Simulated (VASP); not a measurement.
# ZnGe2N2: single point with PBE

Crystal: ZnGe2N2.

```
Zn Ge N
1.0
     3.51016    0.00000    0.00000
    -1.75508    3.03988    0.00000
     0.00000    0.00000    7.64133
Zn Ge N
1 2 2
Direct
  0.00000 0.00000 0.74962
  0.00000 0.00000 0.42684
  0.00000 0.00000 0.08658
  0.33333 0.66667 0.95034
  0.66667 0.33333 0.95034
```

The cell was built by a generator and needn't be a form met in nature.

```yaml
Program: VASP 6.6.1
Task: single point
Functional: PBE
Potentials_or_basis: VASP PAW PBE potentials, release 64 (Zn, Ge_d, N)
Cutoff: 520 eV
k_mesh: 12 × 12 × 6
Occupations: gaussian, width 0.1 eV
Spin: no spin polarisation
Dipole_correction: no
Further_INCAR_settings: ALGO = Fast; EDIFF = 1e-06; NBANDS = 33
```

```json
{
 "Pressure": "0.1 GPa",
 "Largest force": "0.032 eV/Å",
 "Band gap on the k mesh": "none (metal or under the smearing width)"
}
```

Forces in eV/Å, atoms in the order of the input:
```
Zn   0.000  0.000 -0.025
Ge   0.000  0.000 -0.003
Ge   0.000  0.000  0.032
N    0.000  0.000 -0.002
N    0.000  0.000 -0.002
```

Stress tensor (GPa, compression positive):
```
0.10 0.00 0.00
0.00 0.10 0.00
0.00 0.00 0.20
```

Levels at points of the mesh, in eV from the Fermi level:
| k point | band 22 | band 23 | band 24 | band 25 | band 26 | band 27 | band 28 | band 29 |
| --- | --- | --- | --- | --- | --- | --- | --- | --- |
| (0.00, 0.00, 0.00) | -3.21 | -2.81 | -1.57 | -1.57 | 0.16 | 1.84 | 4.10 | 4.10 |
| (0.50, 0.00, 0.00) | -4.52 | -2.69 | -1.33 | 0.76 | 1.14 | 2.23 | 2.37 | 3.22 |
| (0.00, 0.00, 0.50) | -4.67 | -1.56 | -1.56 | -0.66 | 0.16 | 0.92 | 3.92 | 3.92 |
| (0.50, 0.00, 0.50) | -3.62 | -2.44 | -2.18 | 0.44 | 0.79 | 1.76 | 2.03 | 2.37 |

Run time: 2.9 min on 1 thread of AMD EPYC 9R45 (Zen 5) (shared host), peak memory 0.31 GiB.
